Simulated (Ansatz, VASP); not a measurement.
# B: VASP beside Ansatz

File INCAR:

```
ALGO = Normal
EDIFF = 1E-6
EDIFFG = -0.04
ENCUT = 600
GGA = PE
IBRION = 2
ISIF = 3
ISMEAR = 0
LASPH = True
LCHARG = False
LREAL = False
LWAVE = False
NELM = 60
NSW = 90
PREC = Accurate
SIGMA = 0.1
```

Contents of KPOINTS:

```
k-points
0
Gamma
  6 6 6
```

Contents of POSCAR:

```
B
1.0
   -1.8277188727      1.8277188727      2.3268412287
    1.8277188727     -1.8277188727      2.3268412287
    1.8277188727      1.8277188727     -2.3268412287
B
4
Direct
    0.3750000000      0.1250000000      0.7500000000
    0.8750000000      0.6250000000      0.2500000000
    0.3750000000      0.6250000000      0.7500000000
    0.3750000000      0.6250000000      0.2500000000
```

Input for Ansatz:

```yaml
crystal:
  lattice:
    - [-1.8277188727, 1.8277188727, 2.3268412287]
    - [1.8277188727, -1.8277188727, 2.3268412287]
    - [1.8277188727, 1.8277188727, -2.3268412287]
  atoms:
    - { symbol: B, position: [0.375, 0.125, 0.75] }
    - { symbol: B, position: [0.875, 0.625, 0.25] }
    - { symbol: B, position: [0.375, 0.625, 0.75] }
    - { symbol: B, position: [0.375, 0.625, 0.25] }
basis:
  ecutwfc: 420
kpoints:
  mp_grid: { grid: [6, 6, 6] }
hamiltonian:
  xc: pbe
scf:
  occupations: { method: gaussian, width: 0.1 }
  lower_state_search: "off"
output:
  forces: true
  stress: true
  eigenvalues: true
relax:
  adjacent_minimum: "off"
  f_tol: 0.04
  max_steps: 70
  cell: { stress_tol: 0.4 }
```

Alike in both runs: task relaxation of cell and atoms; functional PBE; k mesh 6 × 6 × 6; occupations gaussian, width 0.1 eV; no spin polarisation.

|  | VASP | Ansatz |
| --- | --- | --- |
| version | VASP 6.6.1 | Ansatz 0.2.0 |
| potentials or method | VASP PAW PBE potentials, release 64 (B) | scalar-relativistic, plane waves, PAW |
| plane-wave cutoff (eV) | 600 | 420 |
| valence electrons in the cell | 12 | 12 |

```tsv
	VASP	Ansatz	Ansatz less VASP
gap on the k mesh at the Fermi level, each at its own relaxed structure (eV)	none	none	-
relaxed volume (Å³/atom)	7.76	7.78	+0.018
relaxed cell length with the largest relative difference (Å)	3.525	3.516	-0.0093
energy change over the relaxation (meV/atom)	-4	-4	-0.3
```

A gap of «none» marks a metal or a gap that the smearing closes.

Caveats: the k mesh is coarse (spacing up to 0.41 Å⁻¹), so the values aren't converged.
